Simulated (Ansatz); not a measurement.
Crystal: SnO.

```
CELL_PARAMETERS angstrom
3.81370 0.00000 0.00000
0.00000 3.81370 0.00000
0.00000 0.00000 4.88691
ATOMIC_POSITIONS crystal
Sn 0.50000 0.00000 0.76463
Sn 0.00000 0.50000 0.23537
O 0.00000 0.00000 0.00000
O 0.50000 0.50000 0.00000
```

The cell is a database's computed one.

Program: Ansatz 0.2.0. Alike in all runs: task band structure; potentials or basis all-electron LAPW, scalar-relativistic; no spin polarisation; cell as given; k mesh 7 × 7 × 6; cutoff (eV) 318; smearing fermi-dirac 0.05 eV; basis error allowed 0.002 eV/atom.

**Question.** Order these runs on this cell by their pressure, lowest first.
A. level PBEsol
B. level PBE
C. level LDA

**Answer.** C (-3.3 GPa), A (-0.6 GPa), B (3.6 GPa).
